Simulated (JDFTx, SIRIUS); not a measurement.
## Fitting the RPBE energy curve of TaN

```xyz
2
Lattice="0.0000 2.2113 2.2113 2.2113 0.0000 2.2113 2.2113 2.2113 0.0000" Properties=species:S:1:pos:R:3 pbc="T T T"
Ta    2.2113    2.2113    2.2113
N     0.0000    0.0000    0.0000
```

The cell comes from a database or a generator and needn't be the stable form of this composition.

The cell was scaled at fixed shape and fractions and run with JDFTx, PseudoDojo-SR-PBE-0.5-standard, cutoff 1143 eV; RPBE, k mesh 10 × 10 × 10 on the cell of 2 atoms, fermi-dirac occupations of 0.05 eV, no spin polarisation, no spin-orbit coupling. The potentials were made for PBE. Energies are those that the program minimises, any entropy of the smearing included. For a metal such a mesh isn't converged to the digits shown.

```csv
V (Å³/atom),energy over the lowest row (meV/atom)
10.1645,53.29
10.3807,?
10.5970,7.57
10.8133,0.00
11.0295,1.24
11.2458,10.39
11.4621,26.63
```

Fit the third-order Birch-Murnaghan form, give V0, B0 and B′, and predict the energy left open.

With y = (V0/V)^(2/3), E = E0 + (9 V0 B0/16) [(y - 1)³ B′ + (y - 1)² (6 - 4y)]. Least squares through the rows shown give V0 = 10.8885 Å³/atom, E0 = -0.52 meV, B0 = 316.1 GPa (1 eV/Å³ = 160.218 GPa) and B′ = 4.45, with a largest miss of 0.00 meV. At V = 10.3807 the form with these constants gives 24.96 meV; the run gave 24.96 meV an atom. Other set-ups at this level, from all their volumes (Å³/atom, GPa): SIRIUS, all-electron FP-LAPW, apw+lo standard: V0 10.930, B0 312.4.

The open point lies inside the sampled range, and the fit recovers it at 24.96 meV, so a single smooth equation of state describes this branch. That agreement tests interpolation, not the accuracy of the constants: the all-electron run gives a slightly larger volume, 10.930 Å³/atom, and a lower bulk modulus, 312.4 GPa, a gap far wider than the fitting error and probably due to the treatment of the core.

The high stiffness fits the bonding expected of a rocksalt nitride of a group 5 metal. Strong overlap of Ta 5d with N 2p fills the bonding states, while the remaining d electrons occupy mainly metal-centred states of t2g character that add metallic cohesion. Short Ta–N contacts then resist uniform compression, and the positive B′ reflects the growing Pauli repulsion as the closed shells approach one another. Because only the volume was varied, a large B0 here says nothing about resistance to shear or about hardness, which depend on how those same d states respond to a change of shape.
